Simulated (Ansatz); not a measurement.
Step by step: TaC, relaxation of cell and atoms

Theory: DFT, PBE, all-electron LAPW, scalar-relativistic in Ansatz 0.2.0.

Command: `ansatz run input.yaml --threads 1 --pin off --max-ram 2048MiB --backend cpu --events-out ev --progress --plain --runs-dir out` The run took about 76 s on 1 thread of a shared machine.

```yaml
crystal:
  lattice:
    - [0.0, 2.1776199197, 2.1776199197]
    - [2.1776199197, 0.0, 2.1776199197]
    - [2.1776199197, 2.1776199197, 0.0]
  atoms:
    - { symbol: Ta, position: [0.0, 0.0, 0.0] }
    - { symbol: C, position: [0.5, 0.5, 0.5] }
kpoints:
  mp_grid: { grid: [13, 13, 13] }
scf:
  occupations: { method: fermi_dirac, width: 0.05 }
hamiltonian:
  xc: pbe
  pseudopotentials: { kind: all_electron, lapw: { basis_error: 0.001 } }
output:
  forces: true
  stress: true
relax:
  f_tol: 0.005
  max_steps: 80
  cell: {}
```

Spin polarisation is left out, and whether a magnetic state lies lower isn't shown here.

Spin–orbit coupling is left out, though it moves levels of the heavy atoms by tenths of an eV or more.

The cell comes from COD entry 1010654, which wasn't checked; take it as a given geometry. It is an old determination, and later ones may differ. The listed cell was then made from it by scaling, straining or moving an atom.

Each frame lists the cell vectors (Å), then Cartesian positions (Å); symmetry keeps all forces zero. Free energies count from the first step, -425607.0035 eV.

The walk took 6 evaluations in all; steps that aren't listed are left out.

Step 1: E = 0.0 meV, P = 31.10 GPa

```
cell 0.0000 2.1776 2.1776 2.1776 0.0000 2.1776 2.1776 2.1776 0.0000
Ta    0.0000    0.0000    0.0000
C     2.1776    2.1776    2.1776
```

Step 2: E = -137.1 meV, P = -9.48 GPa

```
cell 0.0000 2.2613 2.2613 2.2613 0.0000 2.2613 2.2613 2.2613 0.0000
Ta    0.0000    0.0000    0.0000
C     2.2613    2.2613    2.2613
```

Step 3: E = -158.6 meV, P = -1.24 GPa

```
cell 0.0000 2.2406 2.2406 2.2406 0.0000 2.2406 2.2406 2.2406 0.0000
Ta    0.0000    0.0000    0.0000
C     2.2406    2.2406    2.2406
```

How does the relaxation end?

It converges, with a = 4.475 Å, b = 4.475 Å, c = 4.475 Å, α = 90.00°, β = 90.00°, γ = 90.00° (conventional cell, space group Fm-3m). The last solve (on a basis chosen afresh for the final cell, so its energy is not quite comparable) gives E = -158.9 meV, P = 0.00 GPa:
```
cell 0.0000 2.2377 2.2377 2.2377 0.0000 2.2377 2.2377 2.2377 0.0000
Ta    0.0000    0.0000    0.0000
C     2.2377    2.2377    2.2377
```
